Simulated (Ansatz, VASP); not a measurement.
# ZnS: VASP beside Ansatz, part 2 of 2

Wanted: the spread between two codes on one cell, functional and k mesh. The cell is taken from a series of runs on this material, whose earlier steps may have relaxed, scaled, displaced or heated it; both programs get it as it stands.

VASP 6.6.1 and Ansatz 0.2.0.

So far: Starting point; VASP: zone-centre phonons, LDA, pair 1.

### Step 3. Ansatz: zone-centre phonons, LDA, pair 1

Level of this step: Ansatz beside VASP: Kohn-Sham DFT, plane waves, LDA (Ansatz).

Ansatz runs on its PAW soft_1 files.

The same cell, functional (in two slightly different forms) and mesh now go to Ansatz, which takes its cutoff from its data sets.

Contents of input.yaml:

```yaml
crystal:
  lattice:
    - [-0.0863500578, 2.6414584493, 2.6414584493]
    - [2.6414584493, -0.0863500578, 2.6414584493]
    - [2.6414584493, 2.6414584493, -0.0863500578]
  atoms:
    - { symbol: S, position: [0.0028683806, 0.0028683806, 0.0028683806] }
    - { symbol: Zn, position: [0.7471316194, 0.7471316194, 0.7471316194] }
kpoints:
  mp_grid: { grid: [12, 12, 12] }
hamiltonian:
  xc: lda
  pseudopotentials: { kind: paw, azcp: { folder: soft_1 }, xc_functional: pbe }
scf:
  occupations: { method: fixed }
output:
  eigenvalues: true
phonons:
  method: dfpt
  dielectric: true
  rigid_motions: translations
```

Command:

```console
ansatz run input.yaml --threads 4 --pin off --max-ram 10240MiB --backend cpu --events-out ev --progress --plain --runs-dir out
```

Numbers of over 12 decimals in the logs are rounded to 6 here.

What it wrote:

```text
Engine: ansatz 0.2.0, aarch64-unknown-linux-gnu
Pseudopotentials: kind: paw
Pseudopotential: S, paw, valence charge 6, recommended cutoff 420 eV (normal), soft_1/S.paw.azcp
Pseudopotential: Zn, paw, valence charge 12, recommended cutoff 420 eV (normal), soft_1/Zn.paw.azcp
Functional definition: SPW92
  exchange = slater_x
  correlation = pw_c
Crystal: 2 atoms, lattice volume = 38.667 Å³
Basis set: ecut = 420 eV, 749 PW (Γ), exchange–correlation on 50×50×50 points (8 copies of the dense FFT grid, shifted against one another)
Bands: 13, of which v1, the nominal top of the filled ones, is band 9 counted from 1 (8 counted from 0)
Symmetry: 6 space group operations
k-points: 476 of 1728 (irreducible under 2 space group operations, time reversal used)
Non-local potential: S, projectors of the file, l = 0: 2, l = 1: 2, l = 2: 1
Non-local potential: Zn, projectors of the file, l = 0: 2, l = 1: 2, l = 2: 3, l = 3: 1
PAW form: soft (Blöchl's): semilocal exchange-correlation on the pseudo side does not see the compensation charge
PAW frozen core: S, regenerated for the run's functional, and the local potential with it (the file was generated under x = pbe(κ = 0.804, μ = 0.219515), c = pbe(β = 0.066725))
PAW frozen core: Zn, regenerated for the run's functional, and the local potential with it (the file was generated under x = pbe(κ = 0.804, μ = 0.219515), c = pbe(β = 0.066725))
PAW one-centre angular grid: S, 110 points (default); XC on 64 Gauss nodes
PAW one-centre angular grid: Zn, 590 points (default); XC on 64 Gauss nodes
Initial density: superposition of atomic densities (chi_scale 0.1, normalization cell, long waves kept (reshape's long-wave potential 0.00 eV rms))
Initial wavefunctions: pseudopotential atomic-orbital guess
Functional: x = slater, c = lda
SCF iter   1: F=—  HF=-4117.511790 eV  |F-HF|=—  |Δ(HF+E_count)|=         —  Δρ=3.82e-2  dr2=3.40e-1  ethr=3.10e-3  ⟨swp⟩=5.1  Hψ=37028  notcnv=0  defer=921
preconditioner: auto → none  [insulator: Δε(μ)=2.016 eV  Ē_g=12.596 eV  n_scr=14 (ndim 8)  ℏωp=25.3 eV  f_vac=0.000  ε∞_Penn≈5.0]
SCF iter   2: F=—  HF=-4117.425219 eV  |F-HF|=—  |Δ(HF+E_count)|=   8.66e-2  Δρ=1.43e-2  dr2=4.17e-2  ethr=1.89e-3  ⟨swp⟩=2.0  Hψ=14743  notcnv=0  defer=924
SCF iter   3: F=—  HF=-4117.412694 eV  |F-HF|=—  |Δ(HF+E_count)|=   1.25e-2  Δρ=9.55e-3  dr2=1.72e-2  ethr=2.32e-4  ⟨swp⟩=2.0  Hψ=10956  notcnv=0  defer=944
SCF iter   4: F=—  HF=-4117.408221 eV  |F-HF|=—  |Δ(HF+E_count)|=   4.47e-3  Δρ=2.19e-3  dr2=1.27e-3  ethr=9.56e-5  ⟨swp⟩=2.0  Hψ=14760  notcnv=0  defer=944
SCF iter   5: F=—  HF=-4117.408072 eV  |F-HF|=—  |Δ(HF+E_count)|=   1.49e-4  Δρ=6.17e-4  dr2=8.24e-5  ethr=7.07e-6  ⟨swp⟩=2.2  Hψ=10300  notcnv=0  defer=945
SCF iter   6: F=—  HF=-4117.408088 eV  |F-HF|=—  |Δ(HF+E_count)|=   1.65e-5  Δρ=1.16e-4  dr2=2.49e-6  ethr=4.58e-7  ⟨swp⟩=2.5  Hψ=10543  notcnv=0  defer=1
SCF iter   7: F=—  HF=-4117.408088 eV  |F-HF|=—  |Δ(HF+E_count)|=   3.40e-7  Δρ=1.82e-5  dr2=5.96e-8  ethr=1.38e-8  ⟨swp⟩=2.1  Hψ=9474  notcnv=0
SCF iter   8: F=—  HF=-4117.408088 eV  |F-HF|=—  |Δ(HF+E_count)|=   1.33e-7  Δρ=2.14e-6  dr2=1.37e-9  ethr=3.31e-10  ⟨swp⟩=2.4  Hψ=11239  notcnv=0
SCF iter   9: F=-4117.408088 eV  HF=-4117.408088 eV  |F-HF|=6.37e-12  |Δ(HF+E_count)|=  5.16e-10  Δρ=2.05e-7  dr2=9.46e-12  ethr=1.00e-12  ⟨swp⟩=8.9  Hψ=43863  notcnv=0
SCF 1 converged in 9 iterations: F = -4117.408088 eV  dr2 = 9.46e-12
  greatest PAW one-centre occupation: 0.983 electrons in one spin orbital (limit 2), on the Zn atom at site 1 (counted from 0), in its partial waves of l = 2
NSCF: frozen V_eff on 5 k-points
DFPT response loops at Γ: preconditioner auto → none (the input reference at scf.mixing.eps_inf says where Resta's filter doesn't serve); β = 0.50; Broyden in place of MSR1
── the response to a field inside a basis, on 12×12×12 k-points: an SCF that follows is theirs, and a resumed run solves both again ──
Bands: 10, of which v1, the nominal top of the filled ones, is band 9 counted from 1 (8 counted from 0)
k-points: 182 of 1728 (time reversal used)
Initial density: handed on by an earlier stage of this run
Initial wavefunctions: pseudopotential atomic-orbital guess (no wavefunctions were taken with the density)
Eigensolver: Dense (182 Hₖ)
SCF iter   1: F=—  HF=-4117.408263 eV  |F-HF|=—  |Δ(HF+E_count)|=         —  Δρ=2.33e-4  dr2=4.94e-6  ethr=1.00e-1
preconditioner: auto → none  [insulator: Δε(μ)=1.996 eV  Ē_g=9.854 eV  n_scr=14 (ndim 8)  ℏωp=25.3 eV  f_vac=0.016  ε∞_Penn≈7.6]
SCF iter   2: F=—  HF=-4117.408263 eV  |F-HF|=—  |Δ(HF+E_count)|=   5.55e-7  Δρ=2.11e-4  dr2=6.71e-6  ethr=2.74e-8
SCF iter   3: F=—  HF=-4117.408266 eV  |F-HF|=—  |Δ(HF+E_count)|=   3.06e-6  Δρ=1.70e-4  dr2=6.57e-6  ethr=2.74e-8
SCF iter   4: F=-4117.408263 eV  HF=-4117.408263 eV  |F-HF|=2.87e-9  |Δ(HF+E_count)|=   3.25e-6  Δρ=7.17e-6  dr2=8.61e-9  ethr=2.74e-8
SCF 1 converged in 4 iterations: F = -4117.408263 eV  dr2 = 8.61e-9
DFPT response loops at Γ: mixed as the last ones told, above
SCF converged after 9 iterations
Free energy (F): -4117.408088 eV
Harris-Foulkes:  -4117.408088 eV  (|F-HF|=6.37e-12)
Internal energy: -4117.408088 eV  (E = F + TS)
E sigma→0 (E₀):  -4117.408088 eV
Fermi energy:    5.902726 eV
--- Per-component energies (eV) ---
  E_band       = 1.477964
  E_kinetic    = 254.435733
  E_local      = -2258.697285  (includes V_loc(G=0)·N_el)
  E_nonlocal   = 857.634931
  E_hartree    = 857.732615
  E_xc         = -166.192392
  E_vxc        = -134.895730  (∫ρ·V_xc dr)
  E_paw        = -2402.001572  (= ΣΔE_a)
  E_vpaw       = -432.464734  (= ΣTr[D̂ρ^β])
  E_aug_tail   = -0.000251  (compensation charges beyond the density's cutoff)
  E_ewald      = -1262.030207
  E_core_change = 1.710341  (= ΣΔE_core)
  E_smearing   = -0.000000  (= −TS)
  E_closure    = 0.000000  (closes the sum)
  Σ components = -4117.408088   (vs F -4117.408088, Δ=0.00e0)
--- Band table (eV; the first three rows and the last of 476) ---
  k-point 0: bands = [... 5 lower, -0.3069, 5.6762, 5.6762, 5.9027, 7.6546, 11.7589, 11.7589, 12.4584]
  k-point 1: bands = [... 5 lower, -0.3072, 5.0579, 5.6070, 5.8163, 8.1596, 11.7498, 11.8895, 12.5236]
  k-point 2: bands = [... 5 lower, -0.3063, 3.9160, 5.4287, 5.6345, 8.8359, 11.8633, 12.2038, 12.7386]
  k-point 475: bands = [... 5 lower, -0.0394, 0.3436, 4.6853, 4.6853, 8.5077, 12.2189, 12.2189, 14.4691]
--- Phonons (Γ-DFPT): 2 representative perturbations + reference, on 476 of 1728 k-points (Σ response iterations 6) ---
  k mesh reduced under 2 symmetry operations, with k and −k counted as one. Each operation leaves every solved perturbation unchanged. A smaller set is not considered because the run solves the response to a homogeneous field
  ASR residual: 5.128e-5 → 0.000e0 eV/Å²; symmetrization residual: 4.586e-6 eV/Å²
  ASR residual per site (eV/Å²): 2.08e-5 5.13e-5
  Γ frequencies (cm⁻¹): 0.00 0.00 0.00 264.80 264.80 279.91
  ε∞ (high-frequency dielectric tensor):
        6.231911    -0.093050    -0.093050
       -0.093050     6.231911    -0.093050
       -0.093050    -0.093050     6.231911
  ε⁰ (static dielectric tensor: ions relaxed, cell fixed):
        9.371047    -0.333246    -0.333246
       -0.333246     9.371047    -0.333246
       -0.333246    -0.333246     9.371047
  ε⁰ − ε∞ (ionic part):
        3.139136    -0.240196    -0.240196
       -0.240196     3.139136    -0.240196
       -0.240196    -0.240196     3.139136
  softest optical mode at Γ: 264.80 cm⁻¹; the repairs (sum rule, projections) moved no ω² at Γ by more than (0.70 cm⁻¹)²
  Born effective charges Z* (e; rows j = field, columns β = displacement):
    site 0:
        -1.95977    0.04162    0.04162
         0.04162   -1.95977    0.04162
         0.04162    0.04162   -1.95977
    site 1:
         1.95977   -0.04162   -0.04162
        -0.04162    1.95977   -0.04162
        -0.04162   -0.04162    1.95977
  Z* charge neutrality: 3.581e-4 e pre-enforcement
  solved inside a basis spanned on kpoints, on 12×12×12 k-points, its susceptibility summed on 16×16×16: ε∞ is read to err by 1.7e-2, Z* by 1.3e-2 e (field_mesh: kpoints solves on kpoints); Z* is corrected for what the basis lacks
  optical modes at Γ without the LO–TO term, one row a degenerate level:
      ω (cm⁻¹)  modes    IR ((D/Å)²/amu)
        264.80      2             8.5918
        279.91      1             3.7766
  optical modes at Γ + LO–TO along q̂ = [1.0000, 0.0000, 0.0000]:
      ω (cm⁻¹)  modes    IR ((D/Å)²/amu)
        264.80      1             4.2959
        274.61      1             3.9908
        330.98      1             4.0817
  optical modes at Γ + LO–TO along q̂ = [0.0000, 1.0000, 0.0000]:
      ω (cm⁻¹)  modes    IR ((D/Å)²/amu)
        264.80      1             4.2959
        274.61      1             3.9908
        330.98      1             4.0817
  optical modes at Γ + LO–TO along q̂ = [0.0000, 0.0000, 1.0000]:
      ω (cm⁻¹)  modes    IR ((D/Å)²/amu)
        264.80      1             4.2959
        274.61      1             3.9908
        330.98      1             4.0817
```

The column dr2 measures how far the density is from self-consistency, as an energy; F and HF (Harris–Foulkes) agree once it is small.

### Step 4. Comparison

Known differences besides the potentials themselves: the two LDA forms differ slightly; fixed occupations in Ansatz, narrow Gaussian smearing in VASP; VASP's response is taken on the typed mesh, Ansatz refines its own for the field response alone; the cutoff is 420 eV in Ansatz and 500 eV in VASP; VASP's log shows a relativistic correction to its local exchange, Ansatz's none. Total energies have different zeros and are not compared.

Both answers:

| quantity | Ansatz | VASP | difference |
| --- | --- | --- | --- |
| ε∞ xx | 6.23 | 6.19 | +0.72 % |
| ε∞ yy | 6.23 | 6.19 | +0.72 % |
| ε∞ zz | 6.23 | 6.19 | +0.72 % |
| Born charge of S1 (mean of the diagonal) (e) | -1.96 | -1.97 | +0.01 |
| Born charge of Zn2 (mean of the diagonal) (e) | 1.96 | 1.97 | -0.01 |
| optical mode 1 to 2 (cm⁻¹) | 264.8 | 266.3 | -0.57 % |
| optical mode 3 (cm⁻¹) | 279.9 | 281.8 | -0.66 % |

Modes are paired by rising frequency, not by their patterns, so a pair may set unlike modes beside each other; they are those without the splitting of longitudinal modes.

### Step 5. VASP: zone-centre phonons, LDA, pair 2

Second derivatives magnify differences that forces hide, and they need a tight electronic threshold. The cell compared in this pair holds 39.19 Å³, against 38.67 Å³ for the pair before.

Contents of INCAR:

```
SYSTEM = ZnS
PREC = Accurate
ENCUT = 500
EDIFF = 1E-08
NELM = 120
ISMEAR = 0
SIGMA = 0.01
LREAL = .FALSE.
ALGO = Normal
GGA = CA
NBANDS = 15
LORBIT = 11
LWAVE = .FALSE.
LCHARG = .FALSE.
ISIF = 2
IBRION = 8
LEPSILON = .TRUE.
LASPH = .TRUE.
GGA_COMPAT = .FALSE.
EFERMI = MIDGAP
KPAR = 2
```

Contents of POSCAR:

```
ZnS
1.0
   -0.1142967699      2.6399953150      2.6399953150
    2.6399953150     -0.1142967699      2.6399953150
    2.6399953150      2.6399953150     -0.1142967699
S Zn
1 1
Direct
    0.0036874204      0.0036874204      0.0036874204
    0.7463125796      0.7463125796      0.7463125796
```

Contents of KPOINTS:

```
Automatic mesh
0
Gamma
12 12 12
0 0 0
```

The projector-augmented-wave data sets are S and Zn (LDA family, release 64).

Command:

```console
mpirun -np 2 vasp_std
```

What it wrote:

```text
[... set-up lines as in an earlier step ...]
 entering main loop
       N       E                     dE             d eps       ncg     rms          rms(c)
DAV:   1     0.800596512041E+02    0.80060E+02   -0.84274E+03  5670   0.138E+03
DAV:   2    -0.331126385698E+01   -0.83371E+02   -0.78221E+02  6279   0.263E+02
DAV:   3    -0.852988585601E+01   -0.52186E+01   -0.51909E+01  7084   0.629E+01
DAV:   4    -0.858413620622E+01   -0.54250E-01   -0.54230E-01  6860   0.673E+00
[...]
DAV:  11    -0.815099200049E+01    0.16024E-05   -0.54507E-06  8934   0.342E-02    0.623E-03
DAV:  12    -0.815099205016E+01   -0.49676E-07   -0.10201E-06  6664   0.773E-03    0.235E-03
DAV:  13    -0.815099205383E+01   -0.36675E-08   -0.86405E-08  7196   0.321E-03
   1 F= -.81509921E+01 E0= -.81509921E+01  d E =0.000000E+00
 Linear response reoptimize wavefunctions to high precision
DAV:   1    -0.815099205406E+01   -0.23124E-09   -0.90016E-09  7873   0.117E-03
DAV:   2    -0.815099205413E+01   -0.64347E-10   -0.68511E-10  3976   0.203E-04
 Linear response G [H, r] |phi>, progress :
  Direction:   1
[...]
RMM:  11    -0.103858299712E+00   -0.47698E-08    0.52893E-09 26793   0.220E-05    0.579E-06
 first order change of Fermi-energy   0.17672E+00
 force on displaced ion       1 direction 1 :  -5.529  -0.323  -0.323
 Born effective charge ion    1 direction 1 :  -1.993   0.055   0.055
 Linear response progress:
  Degree of freedom:   2/  2
       N       E                     dE             d eps       ncg     rms          rms(c)
RMM:   1    -0.212708567640E+00   -0.21271E+00   -0.68604E-03 20020   0.211E+00
RMM:   2    -0.210805282400E+00    0.19033E-02   -0.28400E-03 22978   0.431E-01    0.113E-01
RMM:   3    -0.210554087168E+00    0.25120E-03   -0.56996E-05 27116   0.629E-02    0.664E-02
RMM:   4    -0.210232422696E+00    0.32166E-03   -0.11368E-05 26804   0.244E-02    0.354E-03
[...]
RMM:   9    -0.210232108207E+00    0.12218E-06   -0.49091E-09 27785   0.652E-05    0.151E-05
RMM:  10    -0.210232051944E+00    0.56264E-07    0.10604E-10 28206   0.321E-05    0.227E-06
RMM:  11    -0.210232055288E+00   -0.33448E-08   -0.38039E-09 27381   0.140E-05    0.959E-07
 first order change of Fermi-energy  -0.17619E+00
 force on displaced ion       2 direction 1 :  -5.569  -0.324  -0.324
 Born effective charge ion    2 direction 1 :   1.992  -0.055  -0.055
 Born effective charges drift removed
 Linear response finished
```

Parts of OUTCAR (step 5):

```text
  Total       -0.9578912     -0.9578912     -0.9578912      0.5043034      0.5043034      0.5043034
  in kB      -39.1631933    -39.1631933    -39.1631933     20.6183458     20.6183458     20.6183458
  external PRESSURE =     -39.1631933 kB  Pullay stress =       0.0000000 kB

 POSITION                                       TOTAL-FORCE (eV/Angst)
 -----------------------------------------------------------------------------------
      0.01905      0.01905      0.01905         0.002257      0.002257      0.002257
      3.85522      3.85522      3.85522        -0.002257     -0.002257     -0.002257
 -----------------------------------------------------------------------------------
    total drift:                               -0.000350     -0.000350     -0.000350

 MACROSCOPIC STATIC DIELECTRIC TENSOR (including local field effects in DFT)
 ------------------------------------------------------
           6.225542    -0.115430    -0.115430
          -0.115430     6.225542    -0.115430
          -0.115430    -0.115430     6.225542
 ------------------------------------------------------

 MACROSCOPIC STATIC DIELECTRIC TENSOR IONIC CONTRIBUTION
 ------------------------------------------------------
           3.349309    -0.354153    -0.354153
          -0.354153     3.349309    -0.354153
          -0.354153    -0.354153     3.349309
 ------------------------------------------------------

[... 1 part as in an earlier step ...]

[... 1 further part left out ...]
```

### Step 6. Ansatz: zone-centre phonons, LDA, pair 2

The same cell, functional (in two slightly different forms) and mesh now go to Ansatz, which takes its cutoff from its data sets.

The cell is taken from a series of runs on this material, whose earlier steps may have relaxed, scaled, displaced or heated it; both programs get it as it stands.

input.yaml, the sections that differ from step 3:

```yaml
crystal:
  lattice:
    - [-0.1142967699, 2.639995315, 2.639995315]
    - [2.639995315, -0.1142967699, 2.639995315]
    - [2.639995315, 2.639995315, -0.1142967699]
  atoms:
    - { symbol: S, position: [0.0036874204, 0.0036874204, 0.0036874204] }
    - { symbol: Zn, position: [0.7463125796, 0.7463125796, 0.7463125796] }
# kpoints, hamiltonian, scf, output, phonons: as in step 3
```

Command:

```console
ansatz run input.yaml --threads 4 --pin off --max-ram 10240MiB --backend cpu --events-out ev --progress --plain --runs-dir out
```

What it wrote:

```text
[...]
Crystal: 2 atoms, lattice volume = 39.188 Å³
Basis set: ecut = 420 eV, 765 PW (Γ), exchange–correlation on 50×50×50 points (8 copies of the dense FFT grid, shifted against one another)
Bands: 13, of which v1, the nominal top of the filled ones, is band 9 counted from 1 (8 counted from 0)
Symmetry: 6 space group operations
k-points: 476 of 1728 (irreducible under 2 space group operations, time reversal used)
[...]
optical modes at Γ + LO–TO along q̂ = [1.0000, 0.0000, 0.0000]:
      ω (cm⁻¹)  modes    IR ((D/Å)²/amu)
[...]
optical modes at Γ + LO–TO along q̂ = [0.0000, 1.0000, 0.0000]:
      ω (cm⁻¹)  modes    IR ((D/Å)²/amu)
[...]
325.97      1             4.1308
  optical modes at Γ + LO–TO along q̂ = [0.0000, 0.0000, 1.0000]:
      ω (cm⁻¹)  modes    IR ((D/Å)²/amu)
        254.94      1             4.4515
        269.60      1             4.0773
        325.97      1             4.1308
[key lines of the parts left out:]
SCF converged after 9 iterations
Free energy (F): -4117.382310 eV
Fermi energy:    5.758564 eV
```

### Step 7. Differences

The two programs side by side:

| quantity | Ansatz | VASP | difference |
| --- | --- | --- | --- |
| ε∞ xx | 6.27 | 6.23 | +0.69 % |
| ε∞ yy | 6.27 | 6.23 | +0.69 % |
| ε∞ zz | 6.27 | 6.23 | +0.69 % |
| Born charge of S1 (mean of the diagonal) (e) | -1.98 | -1.99 | +0.01 |
| Born charge of Zn2 (mean of the diagonal) (e) | 1.98 | 1.99 | -0.01 |
| optical mode 1 to 2 (cm⁻¹) | 254.9 | 256.8 | -0.73 % |
| optical mode 3 (cm⁻¹) | 278.0 | 279.7 | -0.59 % |

Modes are paired by rising frequency, not by their patterns, so a pair may set unlike modes beside each other; they are those without the splitting of longitudinal modes.

### Step 8. Summary of results

```json
{"r.m.s. difference of the optical zone-centre modes, each program's sorted by frequency (zone-centre phonons, LDA, pair 1)": "1.7 cm⁻¹", "difference in ε∞ xx (zone-centre phonons, LDA, pair 1)": "+0.7 %", "r.m.s. difference of the optical zone-centre modes, each program's sorted by frequency (zone-centre phonons, LDA, pair 2)": "1.8 cm⁻¹", "difference in optical mode 1 to 2 (zone-centre phonons, LDA, pair 2)": "-0.7 %"}
```

What this shows: The r.m.s. difference of the optical zone-centre modes, each program's sorted by frequency is 1.7 cm⁻¹ (zone-centre phonons, LDA, pair 1). Among the rows given in per cent, the largest difference of the zone-centre phonons, LDA, pair 1 pair is in ε∞ xx, +0.7 %. Among the rows given in per cent, the largest difference of the zone-centre phonons, LDA, pair 2 pair is in optical mode 1 to 2, -0.7 %. Such differences can come from data sets, numerical settings and the points named under the comparisons, not from the functional's error against experiment.

[Lines on the potential files, build, host, timing and source positions are cut from VASP's logs without a mark.]

[Logs are printed without paths, hosts, clocks, repeated set-up lines and the standing remarks that a program may print on its own settings, such as how far it seeks lower states.]

[Hosts, paths, dates, database ids (printed as entryN), source tags and the programs' standing remarks are cut or masked in the printed files.]
